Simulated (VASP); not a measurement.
Wanted: the native input for a VASP 6.6.1 run.

* Task: relaxation of cell and atoms
* Functional: PBE
* Potentials or basis: VASP PAW PBE potentials, release 64 (Ca_sv, O)
* Cutoff: 520 eV
* k mesh: 4 × 4 × 4
* Occupations: gaussian, width 0.1 eV
* Spin: no spin polarisation
* Target pressure: 50 GPa
* Further INCAR settings: ALGO = Normal; EDIFF = 1e-07; IBRION = 2; EDIFFG = -0.002; NSW = 80; ISIF = 3
* Target pressure: 50 GPa

The structure of CaO lies in POSCAR:

```
CaO                                     
1.0
    0.0000000000      2.2151193730      2.2151193730
    2.2151193730      0.0000000000      2.2151193730
    2.2151193730      2.2151193730     -0.0000000000
  Ca              O             
     1     1
Direct
     0.0000000000000000    0.0000000000000000    0.0000000000000000
     0.5000000000000000    0.5000000000000000    0.5000000000000000
```

These files were run (other wordings do the same):

INCAR

```
SYSTEM = CaO
PREC = Accurate
ENCUT = 520
EDIFF = 1E-7
ISMEAR = 0
SIGMA = 0.1
LREAL = .FALSE.
LASPH = .TRUE.
NELM = 60
ALGO = Normal
ISIF = 3
LWAVE = .FALSE.
LCHARG = .FALSE.
GGA = PE
IBRION = 2
NSW = 80
EDIFFG = -0.002
PSTRESS = 500.0
```

KPOINTS

```
regular mesh
0
G
  4 4 4
  0 0 0
```

Potentials or basis: VASP PAW PBE potentials, release 64 (Ca_sv, O).

Launch:

```console
$ cat potpaw_PBE.64/Ca_sv/POTCAR potpaw_PBE.64/O/POTCAR > POTCAR
$ mpirun -np 1 vasp_std > vasp.out
```

Results of the run:

| Quantity | Value |
| --- | --- |
| Pressure after relaxing | 50.0 GPa |
| Band gap on the k mesh | 3.38 eV, indirect (least direct gap 3.63 eV) |

Caveat: the k mesh is coarse (spacing up to 0.61 Å⁻¹), so the values aren't converged; the relaxation stopped at its first step, so nothing moved; the cell is relaxed towards a set pressure, so the enthalpy falls and the energy may rise.

Run time: 4 s on 1 thread of Intel(R) Xeon(R) 6975P-C (Granite Rapids) (shared host), peak memory 0.14 GiB.
